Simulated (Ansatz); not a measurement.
# ZrO2: the cost of one run

Program: Ansatz 0.2.0. Level of theory: DFT LDA, all-electron LAPW, scalar-relativistic unless said. These are calculated values, not measurements.

The COD entry's cell or inner coordinates are ideal or old and differ from later refinements, so a difference from it is no clean test against experiment.

1 further run of the same task is left out (it didn't finish).

### Step 1. The structure to begin with

The structure is cubic, space group Fm-3m (No. 225). The conventional cell has a = 5.026 Å, b = 5.026 Å, c = 5.026 Å, α = 90.00°, β = 90.00°, γ = 90.00°. Around Zr (site symmetry m-3m) lie 8 O at 2.18 Å. O (site symmetry -43m) is surrounded by 4 Zr at 2.18 Å.

As a file:

```cif
data_structure
_symmetry_space_group_name_H-M 'P 1'
_symmetry_Int_Tables_number 1
_cell_length_a 3.5541
_cell_length_b 3.5541
_cell_length_c 3.5541
_cell_angle_alpha 60.000
_cell_angle_beta 60.000
_cell_angle_gamma 60.000
_cell_volume 31.74
loop_
_atom_site_label
_atom_site_type_symbol
_atom_site_fract_x
_atom_site_fract_y
_atom_site_fract_z
_atom_site_occupancy
Zr1 Zr 0.00000 0.00000 0.00000 1
O1 O 0.25000 0.25000 0.25000 1
O2 O 0.75000 0.75000 0.75000 1
```

Cartesian axes are those of the input's lattice vectors. The structure goes back to a database entry.

### Step 2. Reference run, fine mesh, LAPW

File input.yaml:

```yaml
crystal:
  lattice:
    - [0.0, 2.51311601187, 2.51311601187]
    - [2.51311601187, 0.0, 2.51311601187]
    - [2.51311601187, 2.51311601187, 0.0]
  atoms:
    - { symbol: Zr, position: [0.0, 0.0, 0.0] }
    - { symbol: O, position: [0.25, 0.25, 0.25] }
    - { symbol: O, position: [0.75, 0.75, 0.75] }
kpoints:
  mp_grid: { grid: [8, 8, 8] }
scf:
  occupations: { method: fixed }
hamiltonian:
  xc: lda
  pseudopotentials: { kind: all_electron, lapw: { basis_error: 0.001 } }
output:
  forces: true
  stress: true
  eigenvalues: true
  eigenstates:
    nscf_kmesh: { grid: [12, 12, 12] }
    de_dk: true
    e_range: [-9, 13.34806059245]
  optics:
    e_range: [0, 20]
    de: 0.2
    sigma: 0.25
    bands: { spectra_wanted_up_to: 20 }
    nscf_kmesh: { grid: [12, 12, 12] }
checkpoint:
  write: ck
  write_wavefunctions: false
```

Run with:

```bash
$ ansatz run input.yaml --threads 2 --pin off --max-ram 6144MiB --backend cpu --events-out ev --progress --plain --runs-dir out
```

Q: Estimate wall time and peak memory on 2 threads of Intel Xeon Platinum 8488C (Sapphire Rapids), shared host.

About 19 s, with a peak of 0.41 GiB.
